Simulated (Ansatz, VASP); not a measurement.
**One calculation of CdF2, two programs**

The input INCAR:

```
SYSTEM = CdF2
  PREC = Accurate
  ENCUT = 520
  EDIFF = 1E-6
  ISMEAR = 0
  SIGMA = 0.05
  LREAL = .False.
  LASPH = .True.
  NELM = 100
  ALGO = Normal
  ISIF = 2
  LWAVE = .False.
  LCHARG = .True.
  GGA = PS
  LELF = .True.
  LVHAR = .True.
  NBANDS = 20
```

File KPOINTS:

```
Automatic mesh
0
Gamma
  8 8 8
  0 0 0
```

Contents of POSCAR:

```
CdF2
1.0
    0.0000000000      2.7991683369      2.6891610212
    2.7991683369      0.0000000000      2.6891610212
    2.7991683369      2.7991683369      0.0000000000
Cd F
1 2
Direct
    0.0000000000      0.0000000000      0.0000000000
    0.2500000000      0.2500000000      0.2500000000
    0.7500000000      0.7500000000      0.7500000000
```

Input for Ansatz:

```yaml
crystal:
  lattice:
    - [0.0, 2.7991683369, 2.6891610212]
    - [2.7991683369, 0.0, 2.6891610212]
    - [2.7991683369, 2.7991683369, 0.0]
  atoms:
    - { symbol: Cd, position: [0.0, 0.0, 0.0] }
    - { symbol: F, position: [0.25, 0.25, 0.25] }
    - { symbol: F, position: [0.75, 0.75, 0.75] }
basis:
  ecutwfc: 520.0
kpoints:
  mp_grid: { grid: [8, 8, 8] }
hamiltonian:
  xc: pbesol
scf:
  occupations: { method: gaussian, width: 0.05 }
output:
  forces: true
  stress: true
  eigenvalues: true
```

Alike in both runs: task single point; functional PBEsol; k mesh 8 × 8 × 8; occupations gaussian, width 0.05 eV; no spin polarisation.

```csv
,VASP,Ansatz
version,VASP 6.6.1,Ansatz 0.2.0
potentials or method,"VASP PAW PBE potentials, release 64 (Cd, F)","scalar-relativistic, plane waves, PAW"
plane-wave cutoff (eV),520,520
valence electrons in the cell,26,34
```

|  | VASP | Ansatz | Ansatz less VASP |
| --- | --- | --- | --- |
| gap on the k mesh at the Fermi level (eV) | 2.59 | 2.62 | +0.028 |
| least direct gap on the mesh (eV) | 3.18 | 3.20 | +0.028 |
| pressure (GPa) | -6.5 | -6.9 | -0.48 |
| largest component of the traceless stress (GPa) | 2.78 | 2.82 | +0.038 |

The functional is the same, so the differences come from potentials, cutoffs and numerics. The two sets of potentials don't hold the same shells in valence.

Caveats: the PAW data sets were made with another functional, which shifts forces and pressure a little (VASP). A k mesh can miss the band edges.
